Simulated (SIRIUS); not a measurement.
Be in SIRIUS: convergence with smearing width

Input of the first run (smearing width 0.4 eV); the others differ in this setting and in those tied to it:

File sirius.json:

```json
{
  "control": {
    "processing_unit": "cpu",
    "verbosity": 2,
    "num_bands_to_print": 10,
    "print_forces": true,
    "print_stress": true
  },
  "parameters": {
    "electronic_structure_method": "pseudopotential",
    "xc_functionals": ["XC_LDA_X", "XC_LDA_C_PW"],
    "gk_cutoff": 10.3,
    "pw_cutoff": 20.6,
    "ngridk": [7, 7, 4],
    "shiftk": [0, 0, 0],
    "smearing": "fermi_dirac",
    "smearing_width": 0.0146997289,
    "num_bands": 10,
    "num_mag_dims": 0,
    "num_dft_iter": 100,
    "energy_tol": 1e-08,
    "density_tol": 1e-06
  },
  "iterative_solver": {
    "type": "davidson",
    "min_tolerance": 1e-10
  },
  "mixer": {
    "type": "anderson",
    "beta": 0.7,
    "max_history": 8
  },
  "settings": {
    "tol_ne": 1e-10
  },
  "unit_cell": {
    "lattice_vectors": [
      [4.318591112607, 0.0, 0.0],
      [-2.159295556304, 3.740009612135, 0.0],
      [0.0, 0.0, 6.773156375884]
    ],
    "atom_coordinate_units": "lattice",
    "atom_types": ["Be"],
    "atom_files": {
      "Be": "Be.json"
    },
    "atoms": {
      "Be": [
        [0.676072, 0.309254, 0.751267],
        [0.33448, 0.657576, 0.248714]
      ]
    }
  }
}
```

Potentials or basis: PseudoDojo 0.4.1 LDA stringent (scalar relativistic).

The run is started by

```console
$ upf_to_json Be.upf
$ OMP_NUM_THREADS=1 sirius.scf --input=sirius.json --output=out.json --task=0
```

The cell isn't the ideal one: atoms moved at random, drawn with an rms of 0.15 Å.

Hardware: 1 thread of Arm Neoverse V1, with other jobs on the host.

Question: The values tried are 0.4 eV, 0.3 eV, 0.2 eV, 0.136 eV, 0.1 eV, 0.05 eV, 0.025 eV, 0.01 eV, loosest first. From which on does the pressure stay within 0.1 GPa of the tightest run that finished?

Answer: From 0.2 eV on.

| smearing width | energy less the tightest run, at zero smearing (meV/atom) | pressure (GPa) | largest force (eV/Å) | SCF cycles | CPU time (s) | peak memory (GiB) |
| --- | --- | --- | --- | --- | --- | --- |
| 0.4 eV | -7.67 | -7.08 | 0.154 | 12 | 24 | 0.3 |
| 0.3 eV | -5.77 | -7.40 | 0.154 | 12 | 24 | 0.3 |
| 0.2 eV | -3.22 | -7.58 | 0.152 | 12 | 24 | 0.3 |
| 0.136 eV | -1.75 | -7.62 | 0.149 | 12 | 24 | 0.3 |
| 0.1 eV | -1.12 | -7.62 | 0.146 | 12 | 24 | 0.3 |
| 0.05 eV | -0.34 | -7.63 | 0.135 | 12 | 25 | 0.3 |
| 0.025 eV | -0.05 | -7.64 | 0.121 | 12 | 24 | 0.3 |
| 0.01 eV | 0.00 | -7.64 | 0.116 | 12 | 25 | 0.3 |

Against the tightest run, the energy stays within 1 meV/atom from 0.05 eV on. Not settled before the last step: the largest force (to 0.005 eV/Å). Narrower smearing needs a denser k mesh, so at a fixed mesh the narrowest width isn't the most accurate. The tightest run that finished is the yardstick and may itself not be fully converged.

Caveat, for the tightest run too: the k mesh is coarse (spacing up to 0.45 Å⁻¹), so the values aren't converged.
